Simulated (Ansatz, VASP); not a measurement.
## Two plane-wave programs on As

Contents of INCAR:

```
SYSTEM = As
ALGO     = Normal         ! electronic algorithm
EDIFF    = 1E-7           ! SCF threshold, eV
ENCUT    = 520            ! plane-wave cutoff, eV
GGA      = CA             ! functional
ISIF     = 2              ! what is computed and relaxed
ISMEAR   = -1             ! smearing method
LASPH    = .True.         ! aspherical terms in the spheres
LCHARG   = .True.         ! write CHGCAR
LELF     = .True.         ! ELF
LREAL    = .False.        ! projectors in reciprocal space
LVHAR    = .True.       
LWAVE    = .False.        ! write WAVECAR
NBANDS   = 8              ! bands
NELM     = 100            ! most SCF steps
PREC     = Accurate       ! precision mode
SIGMA    = 0.08           ! smearing width, eV
```

File KPOINTS:

```
k-points
0
Gamma
  15 15 15
  0 0 0
```

File POSCAR:

```
As
1.0
    2.4280965674      0.0000000000      0.0000000000
    0.0000000000      2.4280965674      0.0000000000
    0.0000000000      0.0000000000      2.4280965674
As
1
Direct
    0.0000000000      0.0000000000      0.0000000000
```

Input for Ansatz:

```yaml
crystal:
  lattice:
    - [2.4280965674, 0.0, 0.0]
    - [0.0, 2.4280965674, 0.0]
    - [0.0, 0.0, 2.4280965674]
  atoms:
    - { symbol: As, position: [0.0, 0.0, 0.0] }
kpoints:
  mp_grid: { grid: [15, 15, 15] }
scf:
  occupations: { method: fermi_dirac, width: 0.08 }
hamiltonian:
  xc: lda
  pseudopotentials: { kind: paw }
output:
  forces: true
  stress: true
  eigenvalues: true
  populations: true
  write_density: true
  write_potential: true
  elf: true
  volumetric_format: npy
```

Change from the starting cell: volume scaled by 0.75, PAW files.

Alike in both runs: task single point; functional LDA; k mesh 15 × 15 × 15; occupations fermi-dirac, width 0.08 eV; no spin polarisation.

|  | VASP | Ansatz |
| --- | --- | --- |
| version | VASP 6.6.1 | Ansatz 0.2.0 |
| potentials or method | VASP PAW LDA potentials, release 64 (As) | PAW with Ansatz's default frozen-core files, scalar-relativistic |
| plane-wave cutoff (eV) | 520 | 420 |
| valence electrons in the cell | 5 | 15 |

Ansatz gave:

```
pressure (GPa) : 49.6
```

Estimate VASP's values.

pressure (GPa): 51.6.

The two sets of potentials don't hold the same shells in valence.

Caveats: so large a pressure means that the cell lies far from this level's equilibrium, or that cutoff or potentials fall short (VASP).
